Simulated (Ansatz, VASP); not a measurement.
# Two plane-wave programs on Sc

```
Sc
1.0
     5.52903    0.00000    0.00000
     0.00000    5.52903    0.00000
     0.00000    0.00000    3.50258
Sc
4
Direct
  0.00000 0.50000 0.46734
  0.50000 0.00000 0.53266
  0.00000 0.00000 0.00000
  0.50000 0.50000 0.00000
```

Change from the starting cell: volume scaled by 1.06.

Alike in both runs: task single point; functional PBE; k mesh 5 × 5 × 8; occupations fermi-dirac, width 0.05 eV; no spin polarisation.

|  | VASP | Ansatz |
| --- | --- | --- |
| version | VASP 6.6.1 | Ansatz 0.2.0 |
| potentials or method | VASP PAW PBE potentials, release 64 (Sc_sv) | Ansatz PAW |
| plane-wave cutoff (eV) | 520 | 420 |
| valence electrons in the cell | 44 | 44 |

```tsv
	VASP	Ansatz	Ansatz less VASP
gap on the k mesh at the Fermi level (eV)	none	none	-
pressure (GPa)	-3.5	-3.5	-0.02
largest component of the traceless stress (GPa)	0.39	0.40	+0.006
rms of the force components (eV/Å)	0.095	0.095	0.0000
```

Atom by atom the forces differ by 0.000 eV/Å (rms over components). A gap of «none» marks a metal or a gap that the smearing closes. With one functional, cell and mesh, what is left measures potentials, basis and numerics.
